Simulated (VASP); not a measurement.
Wanted: the native input for a VASP 6.6.1 run.

| Item | Value |
| --- | --- |
| Task | single point |
| Functional | PBE |
| Dispersion | D3(BJ) |
| Potentials or basis | VASP PAW PBE potentials, release 64 (B, N) |
| Cutoff | 520 eV |
| k mesh | 21 × 21 × 8 |
| Occupations | gaussian, width 0.02 eV |
| Spin | no spin polarisation |
| Further INCAR settings | ALGO = Normal; EDIFF = 1e-07; NBANDS = 16 |

The structure of BN lies in POSCAR:

```
BN
1.0
    2.4982400000      0.0000000000      0.0000000000
   -1.2491200000      2.1635393000      0.0000000000
    0.0000000000      0.0000000000      6.6357000000
B N
2 2
Direct
    0.3333333300      0.6666666700      0.2500000000
    0.6666666700      0.3333333300      0.7500000000
    0.3333333300      0.6666666700      0.7500000000
    0.6666666700      0.3333333300      0.2500000000
```

These files were run (other wordings do the same):

INCAR

```
SYSTEM = BN
ALGO = Normal ; EDIFF = 1E-7
ENCUT = 520 ; GGA = PE
ISIF = 2 ; ISMEAR = 0
IVDW = 12 ; LASPH = .TRUE.
LCHARG = .FALSE. ; LREAL = .FALSE.
LWAVE = .FALSE. ; NBANDS = 16
NELM = 100 ; PREC = Accurate
SIGMA = 0.02
```

KPOINTS

```
k-points
0
G
  21 21 8
  0 0 0
```

Potentials or basis: VASP PAW PBE potentials, release 64 (B, N).

Launch:

```bash
$ cat potpaw_PBE.64/B/POTCAR potpaw_PBE.64/N/POTCAR > POTCAR
$ mpirun -np 1 vasp_std > vasp.out
```

Results of the run:

```
Pressure                   : 2.4 GPa
Band gap on the k mesh     : 4.27 eV, indirect (least direct gap 4.66 eV)
Dispersion energy per atom : -0.142 eV
```

Caveat: an odd mesh through Γ misses points on the zone boundary, where band edges often lie.

Run time: 73 s on 1 thread of Intel(R) Xeon(R) Platinum 8488C (Sapphire Rapids), with other jobs on the host, peak memory 0.24 GiB.
